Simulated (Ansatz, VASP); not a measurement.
## One calculation of Ti, two programs

File INCAR:

```
SYSTEM = Ti
  PREC = Accurate
  ENCUT = 520
  EDIFF = 1E-7
  ISMEAR = -1
  SIGMA = 0.1
  LREAL = .False.
  LASPH = .True.
  NELM = 60
  ALGO = Normal
  ISIF = 2
  LWAVE = .False.
  LCHARG = .True.
  GGA = PS
  LELF = .True.
  LVHAR = .True.
  NBANDS = 19
```

Contents of KPOINTS:

```
regular mesh
0
Gamma
  11 11 11
  0 0 0
```

POSCAR

```
Ti
1.0
    0.0000000000      2.6514428002      2.6514428002
    2.6514428002      0.0000000000      2.6514428002
    2.6514428002      2.6514428002      0.0000000000
Ti
2
Direct
    0.1250000000      0.1250000000      0.1250000000
    0.8750000000      0.8750000000      0.8750000000
```

Input for Ansatz:

```yaml
crystal:
  lattice:
    - [0.0, 2.6514428002, 2.6514428002]
    - [2.6514428002, 0.0, 2.6514428002]
    - [2.6514428002, 2.6514428002, 0.0]
  atoms:
    - { symbol: Ti, position: [0.125, 0.125, 0.125] }
    - { symbol: Ti, position: [0.875, 0.875, 0.875] }
hamiltonian:
  xc: pbesol
  pseudopotentials:
    kind: paw
    azcp:
      Ti: "pseudopotentials/Ti.paw.azcp"
basis:
  ecutwfc: 420
  fft_grid_basis: typed
kpoints:
  mp_grid: { grid: [11, 11, 11], shift: [0, 0, 0] }
magnetization:
  spin_polarized: false
scf:
  occupations: { method: fermi_dirac, width: 0.1 }
  lower_state_search: "off"
output:
  stress: true
  write_density: true
  write_potential: true
  elf: true
  volumetric_format: npy
```

Alike in both runs: task single point; functional PBEsol; k mesh 11 × 11 × 11; occupations fermi-dirac, width 0.1 eV; no spin polarisation.

|  | VASP | Ansatz |
| --- | --- | --- |
| version | VASP 6.6.1 | Ansatz 0.2.0 |
| potentials or method | VASP PAW PBE potentials, release 64 (Ti_sv) | plane waves (420 eV) with PAW, scalar-relativistic |
| plane-wave cutoff (eV) | 520 | 420 |
| valence electrons in the cell | 24 | 24 |

Ansatz gave:

```
pressure (GPa) : 5.0
```

Problem. Estimate VASP's values.

Solution. Pressure (GPa): 5.6.

Ansatz warned: «pseudo_functional_mismatch».

Caveats: the PAW data sets were made with another functional, which shifts forces and pressure a little (VASP).
